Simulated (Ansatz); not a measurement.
# InAs: the cost of one run

Method: DFT PBEsol, scalar-relativistic, plane waves, PAW, in Ansatz 0.2.0.

The COD entry's cell or inner coordinates are ideal or old and differ from later refinements, so a difference from it is no clean test against experiment.

2 further runs of the same task are left out: 2 set aside as unsound or not needed.

**1. The starting structure**

Symmetry: F-43m, No. 216, cubic system. Conventional cell: a = 6.087 Å, b = 6.087 Å, c = 6.087 Å, α = 90.00°, β = 90.00°, γ = 90.00°. In (site symmetry -43m) is surrounded by 4 As at 2.64 Å. As (site symmetry -43m) has 4 In at 2.64 Å as nearest neighbours.

As a file:

```cif
data_structure
_symmetry_space_group_name_H-M 'P 1'
_symmetry_Int_Tables_number 1
_cell_length_a 4.3045
_cell_length_b 4.3045
_cell_length_c 4.3045
_cell_angle_alpha 60.000
_cell_angle_beta 60.000
_cell_angle_gamma 60.000
_cell_volume 56.40
loop_
_atom_site_label
_atom_site_type_symbol
_atom_site_fract_x
_atom_site_fract_y
_atom_site_fract_z
_atom_site_occupancy
In1 In 0.00000 0.00000 0.00000 1
As1 As 0.75000 0.75000 0.75000 1
```

It is the result of an earlier relaxation at this level (volume 28.20 Å³/atom; gap on the mesh: none (metal)).

**2. The cell under 1 GPa**

At a set pressure the run lowers the enthalpy E + PV, so the energy alone may rise along the way.

Input file input.yaml:

```yaml
crystal:
  lattice:
    - [0.0, 3.0437329617, 3.0437329617]
    - [3.0437329617, 0.0, 3.0437329617]
    - [3.0437329617, 3.0437329617, 0.0]
  atoms:
    - { symbol: In, position: [0.0, 0.0, 0.0] }
    - { symbol: As, position: [0.75, 0.75, 0.75] }
basis:
  ecutwfc: 420
kpoints:
  mp_grid: { grid: [12, 12, 12] }
hamiltonian:
  xc: pbesol
scf:
  occupations: { method: fermi_dirac, width: 0.15 }
output:
  forces: true
  stress: true
  eigenvalues: true
relax:
  adjacent_minimum: "off"
  f_tol: 0.001
  max_steps: 60
  cell: { stress_tol: 0.02, p_target: 1.0 }
```

The run is started by

```
ansatz run input.yaml --threads 1 --pin off --max-ram 3072MiB --backend cpu --events-out ev --progress --plain --runs-dir out
```

**Question.** How long does this run take on 1 thread of Arm Neoverse V1, shared host, and how much memory does it need?

About 34 s, with a peak of 0.39 GiB.
